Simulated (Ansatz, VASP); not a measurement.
# Cross-check of BN (Qingsongite) between VASP and Ansatz

Aim: how closely do two programs agree when they are given the same cell, functional and k mesh? The cell is taken from a series of VASP runs on this material, whose earlier steps may have relaxed, scaled or displaced it; both programs get it as it stands.

Calculated with Ansatz 0.2.0; plane waves, with VASP 6.6.1 beside it; band structure at LDA, dielectric response at LDA and single point at LDA.

**1. Starting point**

It takes space group F-43m (No. 216, cubic). Conventional cell: a = 3.615 Å, b = 3.615 Å, c = 3.615 Å, α = 90.00°, β = 90.00°, γ = 90.00°. N has 4 B at 1.57 Å nearest. Nearest to B lie 4 N at 1.57 Å. Farther neighbours and most contacts between anions are not listed.

**2. VASP: band structure, LDA**

The same path points are solved in both programs, so levels can be compared one by one.

Lines of VASP's logs that name or quote its potential files are left out, and so is its time.

The input, INCAR:

```
SYSTEM = BN
PREC = Accurate
ENCUT = 460
EDIFF = 1E-06
NELM = 100
ISMEAR = 0
SIGMA = 0.03
LREAL = .FALSE.
ALGO = Normal
GGA = CA
NBANDS = 16
LORBIT = 11
LWAVE = .FALSE.
LCHARG = .FALSE.
KPAR = 4
LASPH = .TRUE.
```

The input, POSCAR:

```
BN
1.0
    0.0000000000      1.8075000000      1.8075000000
    1.8075000000      0.0000000000      1.8075000000
    1.8075000000      1.8075000000      0.0000000000
N B
1 1
Direct
    0.7500000000      0.7500000000      0.7500000000
    0.0000000000      0.0000000000      0.0000000000
```

The input, KPOINTS:

```
Automatic mesh
0
Gamma
10 10 10
0 0 0
```

The input, KPOINTS_OPT:

```
Line mode
10
Line-mode
Reciprocal
  0.00000000   0.00000000   0.00000000 GAMMA
  0.50000000   0.00000000   0.50000000 X

  0.50000000   0.00000000   0.50000000 X
  0.50000000   0.25000000   0.75000000 W

  0.50000000   0.25000000   0.75000000 W
  0.37500000   0.37500000   0.75000000 K

  0.37500000   0.37500000   0.75000000 K
  0.00000000   0.00000000   0.00000000 GAMMA

  0.00000000   0.00000000   0.00000000 GAMMA
  0.50000000   0.50000000   0.50000000 L

  0.50000000   0.50000000   0.50000000 L
  0.62500000   0.25000000   0.62500000 U

  0.62500000   0.25000000   0.62500000 U
  0.50000000   0.25000000   0.75000000 W

  0.50000000   0.25000000   0.75000000 W
  0.50000000   0.50000000   0.50000000 L

  0.50000000   0.50000000   0.50000000 L
  0.37500000   0.37500000   0.75000000 K

  0.62500000   0.25000000   0.62500000 U
  0.50000000   0.00000000   0.50000000 X
```

Potentials, in the order of the species: N and B (LDA family, release 64).

Launch:

```
mpirun -np 4 vasp_std
```

Numbers of over 12 decimals in the logs are rounded to 6 here.

The program printed:

```text
[banner, memory and clock lines left out]
running    4 mpi-ranks, on    1 nodes
 distrk:  each k-point on    1 cores,    4 groups
 distr:  one band on    1 cores,    1 groups

 POSCAR found type information on POSCAR N B
 POSCAR found :  2 types and       2 ions
 LDA part: xc-table for (Slater(with rela. corr.)+CA(PZ))
 , standard interpolation
 POSCAR, INCAR and KPOINTS ok, starting setup
 FFT: planning ... GRIDC
 FFT: planning ... GRID_SOFT
 FFT: planning ... GRID
 WAVECAR not read
 entering main loop
       N       E                     dE             d eps       ncg     rms          rms(c)
DAV:   1     0.744691475811E+01    0.74469E+01   -0.44413E+03  1552   0.455E+02
DAV:   2    -0.202011961832E+02   -0.27648E+02   -0.26789E+02  2024   0.119E+02
DAV:   3    -0.205353661696E+02   -0.33417E+00   -0.33409E+00  1608   0.107E+01
DAV:   4    -0.205355409085E+02   -0.17474E-03   -0.17474E-03  2064   0.306E-01
DAV:   5    -0.205355410225E+02   -0.11404E-06   -0.11403E-06  1616   0.685E-03    0.652E+00
DAV:   6    -0.195469680649E+02    0.98857E+00   -0.28575E+00  1704   0.697E+00    0.311E+00
DAV:   7    -0.194386817284E+02    0.10829E+00   -0.67959E-02  1912   0.167E+00    0.180E+00
DAV:   8    -0.194071474558E+02    0.31534E-01   -0.32844E-02  1768   0.985E-01    0.173E-01
DAV:   9    -0.194069877835E+02    0.15967E-03   -0.10390E-03  1728   0.202E-01    0.880E-02
DAV:  10    -0.194069670090E+02    0.20775E-04   -0.50586E-05  1920   0.460E-02    0.136E-02
DAV:  11    -0.194069672876E+02   -0.27865E-06   -0.84745E-07  1288   0.510E-03
   1 F= -.19406967E+02 E0= -.19406967E+02  d E =-.452362E-20
 Start KPOINTS_OPT (optional k-point list driver)
k-point batch [1-47\100]
       N       E                     dE             ncg
DAV:   1     0.123404206618E+04   -0.13243E+05     1528
DAV:   2    -0.229434223867E+02   -0.12570E+04     1952
DAV:   3    -0.377807135518E+02   -0.14837E+02     1776
DAV:   4    -0.377870438726E+02   -0.63303E-02     1904
DAV:   5    -0.377870469673E+02   -0.30946E-05     1792
DAV:   6    -0.377870469699E+02   -0.26267E-08     1496
[...]
k-point batch [95-100\100]
       N       E                     dE             ncg
DAV:   1     0.177231882485E+05   -0.22417E+04      200
DAV:   2     0.175746441539E+05   -0.14854E+03      264
DAV:   3     0.175730315168E+05   -0.16126E+01      232
DAV:   4     0.175730307404E+05   -0.77633E-03      248
DAV:   5     0.175730307399E+05   -0.49674E-06      232
```

From OUTCAR (step 2):

```text
ion  position               nearest neighbor table
   1  0.750  0.750  0.750-   2 1.57   2 1.57   2 1.57   2 1.57
   2  0.000  0.000  0.000-   1 1.57   1 1.57   1 1.57   1 1.57

  LATTYP: Found a face centered cubic cell.
 ALAT       =     3.6150000000

 Subroutine GETGRP returns: Found 24 space group operations
 (whereof 24 operations were pure point group operations)

The static configuration has the point symmetry T_d .

 Found     47 irreducible k-points:

   k-points           NKPTS =     47   k-points in BZ     NKDIM =     47   number of bands    NBANDS=     16

   dimension x,y,z NGX =    18 NGY =   18 NGZ =   18
   dimension x,y,z NGXF=    36 NGYF=   36 NGZF=   36

   ENCUT  =  460.0 eV  33.81 Ry    5.81 a.u.   4.47  4.47  4.47*2*pi/ulx,y,z

   NELECT =       8.0000    total number of electrons

 k-points in reciprocal lattice and weights: Automatic mesh
   0.00000000  0.00000000  0.00000000       0.001
   0.10000000  0.00000000  0.00000000       0.008
   0.20000000  0.00000000  0.00000000       0.008
   0.30000000  0.00000000  0.00000000       0.008
   0.40000000  0.00000000  0.00000000       0.008
   0.50000000  0.00000000  0.00000000       0.004
   0.10000000  0.10000000  0.00000000       0.006
   0.20000000  0.10000000  0.00000000       0.024
   0.30000000  0.10000000  0.00000000       0.024
[...]
-0.30000000  0.40000000  0.20000000       0.024
  -0.30000000  0.50000000  0.20000000       0.012

 average (electrostatic) potential at core
       1 -60.1135       2 -29.5715

 E-fermi :   7.5731

 k-point     1 :       0.0000    0.0000    0.0000
  band No.  band energies     occupation
      1     -12.6798      2.00000
      2       7.3907      2.00000
      3       7.3907      2.00000
      4       7.3907      2.00000
      5      16.0732      0.00000
      6      16.0732      0.00000
      7      16.0732      0.00000
      8      17.8282      0.00000
      9      31.8805      0.00000
    ...

 k-point     2 :       0.1000    0.0000    0.0000
  band No.  band energies     occupation
      1     -12.4364      2.00000
      2       6.1283      2.00000
      3       7.1328      2.00000
      4       7.1328      2.00000
      5      16.3779      0.00000
      6      16.4573      0.00000
      7      16.4573      0.00000
      8      18.5775      0.00000
      9      31.5231      0.00000
    ...

 k-point     3 :       0.2000    0.0000    0.0000
  band No.  band energies     occupation
      1     -11.7176      2.00000
      2       3.4248      2.00000
      3       6.5586      2.00000
      4       6.5586      2.00000
      5      16.8131      0.00000
      6      17.2510      0.00000
      7      17.2510      0.00000
      8      20.1493      0.00000
      9      30.7716      0.00000
    ...

  Total       -0.8084274     -0.8084274     -0.8084274      0.0000000      0.0000000      0.0000000
  in kB     -109.6697133   -109.6697133   -109.6697133      0.0000000      0.0000000      0.0000000
  external PRESSURE =    -109.6697133 kB  Pullay stress =       0.0000000 kB

  energy-cutoff  :      460.00
  volume of cell :       11.81
      direct lattice vectors                 reciprocal lattice vectors
     0.000000000  1.807500000  1.807500000    -0.276625173  0.276625173  0.276625173
     1.807500000  0.000000000  1.807500000     0.276625173 -0.276625173  0.276625173
     1.807500000  1.807500000  0.000000000     0.276625173  0.276625173 -0.276625173

 POSITION                                       TOTAL-FORCE (eV/Angst)
 -----------------------------------------------------------------------------------
      2.71125      2.71125      2.71125         0.000000      0.000000      0.000000
      0.00000      0.00000      0.00000        -0.000000     -0.000000     -0.000000
 -----------------------------------------------------------------------------------
    total drift:                                0.000001      0.000001      0.000000

  FREE ENERGIE OF THE ION-ELECTRON SYSTEM (eV)
  ---------------------------------------------------
  free  energy   TOTEN  =       -19.4069672876 eV

  energy  without entropy=      -19.4069672876  energy(sigma->0) =      -19.40696729

 total charge
# of ion       s       p       d       tot
------------------------------------------
    1        1.204   2.733   0.000   3.937
    2        0.673   1.372   0.000   2.045
--------------------------------------------------
tot          1.876   4.105   0.000   5.982

[... 3 further parts left out ...]
```

The run ends at a pressure of -10.97 GPa.

**3. Ansatz: band structure, LDA**

Ansatz runs on its default PAW (the set named soft_2) files.

The same cell, functional (in two slightly different forms), mesh and smearing now go to Ansatz, which takes its cutoff from its data sets.

The input, input.yaml:

```yaml
crystal:
  lattice:
    - [0.0, 1.8075, 1.8075]
    - [1.8075, 0.0, 1.8075]
    - [1.8075, 1.8075, 0.0]
  atoms:
    - { symbol: "N", position: [0.75, 0.75, 0.75] }
    - { symbol: B, position: [0.0, 0.0, 0.0] }
hamiltonian:
  xc: lda
  pseudopotentials: { kind: paw }
kpoints:
  mp_grid: { grid: [10, 10, 10] }
  band_path:
    path:
      - [0.0, 0.0, 0.0]
      - [0.16667, 0.0, 0.16667]
      - [0.33333, 0.0, 0.33333]
      - [0.5, 0.0, 0.5]
      - [0.5, 0.08333, 0.58333]
      - [0.5, 0.19444, 0.69444]
      - [0.5, 0.25, 0.75]
      - [0.45833, 0.29167, 0.75]
      - [0.40278, 0.34722, 0.75]
      - [0.375, 0.375, 0.75]
      - [0.20833, 0.20833, 0.41667]
      - [0.08333, 0.08333, 0.16667]
      - [0.0, 0.0, 0.0]
      - [0.22222, 0.22222, 0.22222]
      - [0.38889, 0.38889, 0.38889]
      - [0.51389, 0.47222, 0.51389]
      - [0.55556, 0.38889, 0.55556]
      - [0.61111, 0.27778, 0.61111]
      - [0.61111, 0.25, 0.63889]
      - [0.56944, 0.25, 0.68056]
      - [0.51389, 0.25, 0.73611]
      - [0.5, 0.27778, 0.72222]
      - [0.5, 0.38889, 0.61111]
      - [0.5, 0.47222, 0.52778]
      - [0.48611, 0.48611, 0.52778]
      - [0.43056, 0.43056, 0.63889]
      - [0.38889, 0.38889, 0.72222]
      - [0.59722, 0.19444, 0.59722]
      - [0.55556, 0.11111, 0.55556]
      - [0.5, 0.0, 0.5]
    npoints: 1
scf:
  occupations: { method: gaussian, width: 0.03 }
  n_extra_bands: 7
output:
  forces: true
  stress: true
  eigenvalues: true
```

Launch:

```
ansatz run input.yaml --threads 2 --pin off --max-ram 4608MiB --backend cpu --events-out ev --progress --plain --runs-dir out
```

The program printed:

```text
scf.n_extra_bands = 7 over 4 filled bands (N_el = 8.0): the run solves 11 bands
Engine: ansatz 0.2.0, x86_64-unknown-linux-gnu
Pseudopotentials: kind: paw
Pseudopotential: N, paw, valence charge 5, recommended cutoff 420 eV (normal), N.paw.azcp
Pseudopotential: B, paw, valence charge 3, recommended cutoff 420 eV (normal), B.paw.azcp
Functional definition: SPW92
  exchange = slater_x
  correlation = pw_c
Crystal: 2 atoms, lattice volume = 11.810 Å³
Basis set: ecut = 420 eV, 259 PW (Γ)
Bands: 11, of which v1, the nominal top of the filled ones, is band 4 counted from 1 (3 counted from 0)
Symmetry: 24 space group operations
Space group: F-43m (ITA 216), of the structure as read, at distance tolerance 2.3e-5 Å
k-points: 47 of 1000 (time reversal used)
Non-local potential: N, projectors of the file, l = 0: 2, l = 1: 2, l = 2: 1
Non-local potential: B, projectors of the file, l = 0: 2, l = 1: 2, l = 2: 1
PAW form: soft (Blöchl's): semilocal exchange-correlation on the pseudo side does not see the compensation charge
PAW frozen core: N, regenerated for the run's functional, and the local potential with it (the file was generated under x = pbe(κ = 0.804, μ = 0.219515), c = pbe(β = 0.066725))
PAW frozen core: B, regenerated for the run's functional, and the local potential with it (the file was generated under x = pbe(κ = 0.804, μ = 0.219515), c = pbe(β = 0.066725))
PAW one-centre angular grid: N, 110 points (default); XC on 64 Gauss nodes
PAW one-centre angular grid: B, 110 points (default); XC on 64 Gauss nodes
Initial density: superposition of atomic densities (neutral atoms: chi_scale 0, normalization atom), corrected by the library's trained network
Initial wavefunctions: pseudopotential atomic-orbital guess
Functional: x = slater, c = lda
SCF iter   1: F=—  HF=-526.458256 eV  |F-HF|=—  |Δ(HF+E_count)|=         —  Δρ=7.34e-3  dr2=4.64e-3  ethr=1.77e-3  ⟨swp⟩=4.9  Hψ=2824  notcnv=0  defer=4
preconditioner: auto → none  [insulator: Δε(μ)=4.305 eV  Ē_g=25.086 eV  σ=0.030 eV  W_gap=1.00  n_scr=0 (ndim 8)  ℏωp=30.6 eV  f_vac=0.000  D(μ)=0.00/eV (n_scr^D=0)  ε∞_Penn≈2.5]
SCF iter   2: F=—  HF=-526.457012 eV  |F-HF|=—  |Δ(HF+E_count)|=   1.24e-3  Δρ=3.20e-3  dr2=7.79e-4  ethr=5.80e-5  ⟨swp⟩=1.1  Hψ=896  notcnv=0  defer=69
SCF iter   3: F=—  HF=-526.456776 eV  |F-HF|=—  |Δ(HF+E_count)|=   2.35e-4  Δρ=2.54e-4  dr2=2.31e-6  ethr=9.74e-6  ⟨swp⟩=1.4  Hψ=456  notcnv=0  defer=69
SCF iter   4: F=—  HF=-526.456775 eV  |F-HF|=—  |Δ(HF+E_count)|=   1.59e-6  Δρ=2.16e-5  dr2=3.03e-8  ethr=2.89e-8  ⟨swp⟩=2.1  Hψ=531  notcnv=0  defer=69
iter 5 did not close the SCF: its close was put off for the readings that it lacked (scf_convergence_deferred on its scf_iter line)
SCF iter   5: F=-526.456775 eV  HF=-526.456775 eV  |F-HF|=8.50e-11  |Δ(HF+E_count)|=   5.19e-9  Δρ=4.57e-6  dr2=7.54e-10  ethr=3.79e-10  ⟨swp⟩=2.2  Hψ=562  notcnv=0  defer=69
SCF iter   6: F=-526.456775 eV  HF=-526.456775 eV  |F-HF|=2.64e-11  |Δ(HF+E_count)|=  9.41e-11  Δρ=8.15e-7  dr2=3.51e-11  ethr=9.43e-12  ⟨swp⟩=4.2  Hψ=2124  notcnv=0
SCF 1 converged in 6 iterations: F = -526.456775 eV  dr2 = 3.51e-11
  greatest PAW one-centre occupation: 0.780 electrons in one spin orbital (limit 2), on the N atom at site 0 (counted from 0), in its partial waves of l = 0
NSCF: frozen V_eff on 30 k-points
SCF converged after 6 iterations
Free energy (F): -526.456775 eV
Harris-Foulkes:  -526.456775 eV  (|F-HF|=2.64e-11)
Internal energy: -526.456775 eV  (E = F + TS)
E sigma→0 (E₀):  -526.456775 eV
Fermi energy:    13.102927 eV
--- Per-component energies (eV) ---
  E_band       = 24.804297
  E_kinetic    = 185.143420
  E_local      = -176.546673  (includes V_loc(G=0)·N_el)
  E_nonlocal   = 58.496887
  E_hartree    = 48.600945
  E_xc         = -92.554136
  E_vxc        = -115.539496  (∫ρ·V_xc dr)
  E_paw        = -191.338545  (= ΣΔE_a)
  E_vpaw       = -23.951776  (= ΣTr[D̂ρ^β])
  E_aug_tail   = 0.000099  (compensation charges beyond the density's cutoff)
  E_ewald      = -358.384650
  E_core_change = 0.125878  (= ΣΔE_core)
  E_smearing   = -0.000000  (= −TS)
  E_closure    = 0.000000  (closes the sum)
  Σ components = -526.456775   (vs F -526.456775, Δ=0.00e0)
--- Forces (eV/Å), atoms counted from 1 ---
  atom   1  N      0.00000000    -0.00000000     0.00000000
  atom   2  B     -0.00000000     0.00000000     0.00000000
  max |Σ_I F_I| component: 6.57e-16 eV/Å
--- Stress (GPa, compression-positive) ---
      -10.964648      -0.000000      -0.000000
        0.000000     -10.964648       0.000000
       -0.000000       0.000000     -10.964648
  P = ⅓ Tr σ = -10.9646 GPa (-109.646 kbar)
--- Band table (eV; the first three rows and the last of 47) ---
  k-point 0: bands = [-9.1515, 10.9225, 10.9225, 10.9225, 19.6195, 19.6195, 19.6195, 21.3340, ... 3 higher]
  k-point 1: bands = [-8.9074, 9.6649, 10.6676, 10.6676, 19.9179, 20.0027, 20.0027, 22.0896, ... 3 higher]
  k-point 2: bands = [-8.1880, 6.9623, 10.0943, 10.0943, 20.3458, 20.7948, 20.7948, 23.6677, ... 3 higher]
  k-point 46: bands = [-3.1951, 3.0652, 4.3152, 4.5004, 19.5518, 23.8293, 24.9305, 26.8060, ... 3 higher]
```

Wall time 0.62 s (2 threads of AMD EPYC 7B13 (Zen 3), shared host); peak memory 0.32 GiB; 1 s of CPU time.

**4. Differences**

Known differences besides the potentials themselves: the two LDA forms differ slightly; the cutoff is 420 eV in Ansatz and 460 eV in VASP; VASP's log shows a relativistic correction to its local exchange, Ansatz's none. Total energies have different zeros and are not compared.

The two programs side by side:

```csv
quantity,Ansatz,VASP,difference
pressure (GPa),-10.96,-10.97,0.00
pressure without Ansatz's Pulay correction (GPa),-12.32,-10.97,-1.35
gap over the path points (eV),4.361,4.342,+0.019
```

Levels at points of the path, from each program's valence-band top (eV; 3 filled, then empty):

```csv
k (reciprocal lattice),Ansatz,VASP
0.000 0.000 0.000,0.00 0.00 0.00 8.70 8.70 8.70,0.00 0.00 0.00 8.68 8.68 8.68
0.167 0.000 0.167,-2.02 -1.76 -1.76 7.65 11.17 11.17,-2.02 -1.76 -1.76 7.64 11.16 11.16
0.333 0.000 0.333,-5.98 -4.05 -4.05 5.61 10.23 15.36,-5.99 -4.05 -4.05 5.59 10.21 15.37
0.500 0.000 0.500,-8.88 -4.92 -4.92 4.36 9.17 17.69,-8.89 -4.93 -4.93 4.34 9.14 17.70
0.500 0.083 0.583,-8.69 -5.39 -5.31 5.35 9.94 16.95,-8.70 -5.39 -5.31 5.33 9.91 16.96
0.500 0.194 0.694,-7.91 -6.54 -6.39 8.48 12.74 14.16,-7.91 -6.55 -6.40 8.46 12.72 14.17
0.500 0.250 0.750,-7.50 -7.02 -6.56 9.44 13.22 14.26,-7.51 -7.03 -6.57 9.43 13.23 14.24
0.458 0.292 0.750,-7.76 -7.32 -5.71 8.73 13.11 14.09,-7.77 -7.33 -5.72 8.72 13.11 14.09
0.403 0.347 0.750,-8.04 -7.68 -4.32 7.09 12.82 15.27,-8.04 -7.69 -4.33 7.08 12.81 15.28
0.375 0.375 0.750,-8.07 -7.72 -4.09 6.81 12.78 15.63,-8.08 -7.74 -4.10 6.79 12.77 15.64
```

Among the levels compared at these points, filled levels agree within 12 meV and empty ones within 26 meV. Ansatz's pressure holds a Pulay correction of 1.35 GPa; VASP's holds none.

**5. Ansatz: dielectric response, LDA**

The response to a field tests empty states and converges slowly with the mesh.

The cell is taken from a series of VASP runs on this material, whose earlier steps may have relaxed, scaled or displaced it; both programs get it as it stands.

input.yaml, the sections that differ from step 3:

```yaml
kpoints:
  mp_grid: { grid: [14, 14, 14] }
scf:
  occupations: { method: fixed }
dielectric:
  method: response
# crystal, hamiltonian: as in step 3
# output: removed
```

The program printed:

```text
[...]
Crystal: 2 atoms, lattice volume = 11.810 Å³
Basis set: ecut = 420 eV, 259 PW (Γ), exchange–correlation on 36×36×36 points (8 copies of the dense FFT grid, shifted against one another)
Bands: 8, of which v1, the nominal top of the filled ones, is band 4 counted from 1 (3 counted from 0)
Symmetry: 24 space group operations
k-points: 428 of 2744 (irreducible under 4 space group operations, time reversal used)
[...]
Born effective charges Z* (e; rows j = field, columns β = displacement):
    site 0:
        -1.89176    0.00000   -0.00000
        -0.00000   -1.89176   -0.00000
        -0.00000    0.00000   -1.89176
    site 1:
         1.89176   -0.00000    0.00000
         0.00000    1.89176    0.00000
         0.00000   -0.00000    1.89176
  Z* charge neutrality: 1.418e-6 e pre-enforcement
  k-mesh period / interband length: 35.8 Å / 1.31 Å = 27.39 at k = (0.0000, -0.5000, -0.5000), direct gap 9.285 eV — 14 or more, which is no proof of convergence
[key lines of the parts left out:]
SCF converged after 7 iterations
Free energy (F): -526.457002 eV
Fermi energy:    10.922514 eV
```

It took 5.6 s on 2 threads; peak memory 0.39 GiB.

(Continued in part 2 of 2.)

[Lines on the potential files, build, host, timing and source positions are cut from VASP's logs without a mark.]

[Logs are printed without paths, hosts, clocks, repeated set-up lines and the standing remarks that a program may print on its own settings, such as how far it seeks lower states.]

[Hosts, paths, dates, database ids (printed as entryN), source tags and the programs' standing remarks are cut or masked in the printed files.]
